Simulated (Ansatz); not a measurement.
BaTe under changes of volume

One of the cells (39.652 Å³/atom); the others are scaled copies at fixed shape and fractional positions:

```
Ba Te
1.0
     0.00000    3.41000    3.41000
     3.41000    0.00000    3.41000
     3.41000    3.41000    0.00000
Ba Te
1 1
Direct
  0.00000 0.00000 0.00000
  0.50000 0.50000 0.50000
```

```yaml
Program: Ansatz 0.2.0
Functional: r2SCAN
Potentials_or_basis: Ansatz PAW
Cutoff: "500 eV (not typed: the program's choice for these potentials)"
k_mesh: 7 × 7 × 7
Occupations: fermi-dirac, width 0.05 eV
Spin: no spin polarisation
```

```tsv
volume (Å³/atom)	energy over the lowest point (meV/atom)	pressure (GPa)	gap on the mesh (eV)
37.273	124.40	7.4	1.68
38.066	91.04	6.1	1.73
38.859	?	?	?
39.652	40.95	4.0	1.83
40.445	23.18	3.1	1.88
41.238	9.67	2.3	1.92
42.031	0.00	1.6	1.96
```

Task: What does the run at 38.859 Å³/atom give?

Result: Energy over the lowest point 63.41 meV/atom; pressure 5.0 GPa; gap on the mesh 1.78 eV.

Worked out: A Birch-Murnaghan fit of order 3 (a polynomial in V^(-2/3)) to the other rows has no minimum within the range. It gives 63.40 meV/atom at 38.859 Å³/atom, against the run's 63.41, and -dE/dV = 5.0 GPa, against 5.0. A straight line through the other rows of the gap, of slope 2.36 eV per unit of ln V, gives 1.78 eV, against the run's 1.78.

Energies are extrapolated to zero smearing.

Caveats: odd divisions of the mesh miss points on the zone boundary, where band edges often lie, so the gap on the mesh can be too wide; spin-orbit coupling is left out, which moves the levels of the heavy elements; the PAW data sets come from PBE, with cores solved anew for the run's functional, which leaves a small shift of forces and pressure.

A mesh can miss the band edges.
